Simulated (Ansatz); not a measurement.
Ir, 1 atom in the cell. It takes space group Fm-3m (No. 225, cubic). Conventional cell: a = 3.831 Å, b = 3.831 Å, c = 3.831 Å, α = 90.00°, β = 90.00°, γ = 90.00°. Around Ir (site symmetry m-3m) lie 12 Ir at 2.71 Å. 

| Quantity | Value |
| --- | --- |
| Program | Ansatz 0.2.0 |
| Task | electrostatic potential |
| Functional | PBEsol |
| Dispersion | D3(BJ) |
| Potentials or basis | Ansatz PAW |
| Cutoff | 420 eV (not typed: the program's choice for these potentials) |
| k mesh | 12 × 12 × 12 |
| Occupations | fermi-dirac, width 0.01 eV |
| Spin | non-collinear spin, ferromagnetic start, spin-orbit coupling |
| Starting moments | [[0.424, 0.424, 0.0]] μB |

Potentials or basis: Ansatz PAW.

The run is started by

```console
$ ansatz run input.yaml --threads 1 --pin off --max-ram 2560MiB --backend cpu --events-out ev --progress --plain --runs-dir out
```

Hardware: 1 thread of Arm Neoverse V2, with other jobs on the host.

Q: How long does it take, and how much memory?

A: It took 37 s on 1 thread of Arm Neoverse V2, with other jobs on the host, peak memory 0.48 GiB. Counts: scf iterations 13, plane waves 283, k points 280, bands 26.
